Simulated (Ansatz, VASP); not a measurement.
One calculation of KI, two programs

```
CELL_PARAMETERS angstrom
0.00000 3.24259 3.80651
3.24259 0.00000 3.80651
3.24259 3.24259 0.00000
ATOMIC_POSITIONS crystal
K 0.00000 0.00000 0.00000
I 0.50000 0.50000 0.50000
```

Change from the starting cell: strain -0.080 along x and y, +0.080 along z, atoms carried along.

Alike in both runs: task single point; functional PBE; k mesh 6 × 6 × 6; occupations gaussian, width 0.05 eV; no spin polarisation.

```csv
,VASP,Ansatz
version,VASP 6.6.1,Ansatz 0.2.0
potentials or method,"VASP PAW PBE potentials, release 64 (K_sv, I)","scalar-relativistic, plane waves, PAW"
plane-wave cutoff (eV),520,420
valence electrons in the cell,16,26
```

|  | VASP | Ansatz | Ansatz less VASP |
| --- | --- | --- | --- |
| gap on the k mesh at the Fermi level (eV) | 4.05 | 4.06 | +0.007 |
| least direct gap on the mesh (eV) | 4.05 | 4.06 | +0.007 |
| pressure (GPa) | 3.4 | 3.4 | -0.07 |
| largest component of the traceless stress (GPa) | 3.81 | 3.77 | -0.043 |

The two sets of potentials don't hold the same shells in valence.

Caveats: spin-orbit coupling is left out, which moves the levels of the heavy elements.
